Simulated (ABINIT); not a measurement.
PtS2:

```xyz
3
Lattice="3.5432 0.0000 0.0000 -1.7716 3.0685 0.0000 0.0000 0.0000 5.0388" Properties=species:S:1:pos:R:3 pbc="T T T"
Pt    0.0000    0.0000    0.0000
S     1.7716    1.0228    3.8950
S     0.0000    2.0457    1.1438
```

Base run:

```yaml
Program: ABINIT 10.8.3 (patched build)
Functional: LDA
Potentials_or_basis: JTH PAW LDA v2.0
Cutoff: 544 eV
k_mesh: 9 × 9 × 5
Occupations: fermi-dirac, width 0.05 eV
Spin: no spin polarisation
```

Its results: band gap on the k mesh 0.88 eV, indirect (least direct gap 0.92 eV); pressure 4.0 GPa; largest force 0.877 eV/Å.

After a change of settings the same cell gave: band gap on the k mesh 1.19 eV, indirect (least direct gap 1.32 eV); pressure 3.9 GPa; largest force 0.902 eV/Å. Which change was it?
A. k mesh from 9 × 9 × 5 to 12 × 12 × 6
B. k mesh from 9 × 9 × 5 to 5 × 5 × 3
C. functional from LDA to SOGGA; potentials or basis from JTH PAW LDA v2.0 to JTH PAW PBE v2.0
D. functional from LDA to revPBE; potentials or basis from JTH PAW LDA v2.0 to JTH PAW PBE v2.0

B.

Caveats: spin-orbit coupling is left out, which moves the levels of the heavy elements; an odd mesh through Γ misses points on the zone boundary, where band edges often lie (some runs).

Runs at the PBE level aren't shown here.
